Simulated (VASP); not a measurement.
# Ba: relaxation of the atoms with RPBE

Ba, a slab with vacuum:

```
Ba
1.0
     4.33013    0.00000    0.00000
     0.00000    7.07107    0.00000
     0.00000    0.00000   25.20621
Ba
6
Cartesian
  1.4434 3.5355 7.5000
  2.8868 0.0000 9.5412
  0.0000 3.5355 11.5825
  1.4434 0.0000 13.6237
  2.8868 3.5355 15.6650
  0.0000 0.0000 17.7062
```

The slab is cut from a database's or a generator's crystal, which needn't be the stable form of the element.

The cell isn't the ideal one: the (2 1 1) slab of Ba, cut from the database cell, not relaxed.

| Property | Result |
| --- | --- |
| Program | VASP 6.6.1 |
| Task | relaxation of the atoms |
| Functional | RPBE |
| Potentials or basis | VASP PAW PBE potentials, release 64 (Ba_sv) |
| Cutoff | 520 eV |
| k mesh | 5 × 3 × 1 |
| Occupations | gaussian, width 0.05 eV |
| Spin | no spin polarisation |
| Dipole correction | yes |
| Atoms held fixed (from 0) | [0, 1, 2] |
| Further INCAR settings | ALGO = Normal; EDIFF = 1e-07; IBRION = 2; EDIFFG = -0.02; NSW = 60 |

```yaml
Energy_gained_by_relaxing: 7.2 meV/atom
Ionic_steps: 12
Band_gap_on_the_k_mesh: none (metal or under the smearing width)
```

The path:
| step | energy change (eV) | largest force (eV/Å) | pressure (GPa) |
| --- | --- | --- | --- |
| 1 | 0.0000 | 0.1423 | 0.26 |
| 2 | -0.0023 | 0.1415 | 0.25 |
| 3 | -0.0086 | 0.1394 | 0.25 |
| 4 | -0.0191 | 0.1363 | 0.24 |
| 5 | -0.0306 | 0.1337 | 0.23 |
| 6 | -0.0314 | 0.1338 | 0.23 |
| 7 | -0.0360 | 0.1339 | 0.22 |
| 8 | -0.0397 | 0.1341 | 0.20 |
| 9 | -0.0408 | 0.1337 | 0.19 |
| 10 | -0.0420 | 0.1332 | 0.19 |
| 11 | -0.0428 | 0.1335 | 0.18 |
| 12 | -0.0433 | 0.1343 | 0.17 |

Final structure:
```xyz
6
Lattice="4.3301 0.0000 0.0000 0.0000 7.0711 0.0000 0.0000 0.0000 25.2062" Properties=species:S:1:pos:R:3 pbc="T T T"
Ba    1.4434    3.5355    7.5000
Ba    2.8868    0.0000    9.5412
Ba    0.0000    3.5355   11.5825
Ba    1.3702    0.0000   13.7615
Ba    2.7426    3.5355   15.8126
Ba    0.2595    0.0000   17.9291
```

Levels at points of the mesh, in eV from the Fermi level:
```
           k point  band 28  band 29  band 30  band 31  band 32  band 33
(0.00, 0.00, 0.00)    -0.71    -0.47    -0.24     0.22     0.40     0.51
```

It took 36 min on 1 thread of Intel(R) Xeon(R) Platinum 8488C (Sapphire Rapids) (shared host), peak memory 0.79 GiB.

Caveat: the PAW data sets were made with another functional, which shifts forces and pressure a little. The run has no spin-orbit coupling, so splittings on Ba are missing.
